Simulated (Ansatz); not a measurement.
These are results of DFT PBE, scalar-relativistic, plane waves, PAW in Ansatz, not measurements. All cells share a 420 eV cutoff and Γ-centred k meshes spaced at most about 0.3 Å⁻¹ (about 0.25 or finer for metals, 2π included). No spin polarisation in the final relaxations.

Temperature and zero-point effects are left out.

Two relaxed structures of As:

A.

Space group Pm-3m (No. 221). a = 2.730 Å, b = 2.730 Å, c = 2.730 Å, α = 90.00°, β = 90.00°, γ = 90.00°
```csv
atom,site,symmetry,x,y,z
As,1b,m-3m,0.5000,0.5000,0.5000
```

B.

Space group P6/mmm (No. 191). a = 2.906 Å, b = 2.906 Å, c = 2.745 Å, α = 90.00°, β = 90.00°, γ = 120.00°
```csv
atom,site,symmetry,x,y,z
As,1a,6/mmm,0.0000,0.0000,0.0000
```

Task: Which form is favoured at zero pressure, and by what margin per atom?

Result: A is lower, by 166 meV/atom. A has the simple cubic type, space group Pm-3m (No. 221), 20.4 Å³/atom and no gap on its mesh; B has the simple hexagonal type, space group P6/mmm (No. 191), 20.1 Å³/atom and no gap. Counting all near atoms (those within 1.25 times the shortest such distance or 1.15 times the sum of covalent radii), A has As 6 and B has As 8. Both come from invented guesses. The part of the Crystallography Open Database at hand lists As in space groups No. 64, 166; no cell shown has one of them.

Cells relaxed within their symmetry can be saddle points.
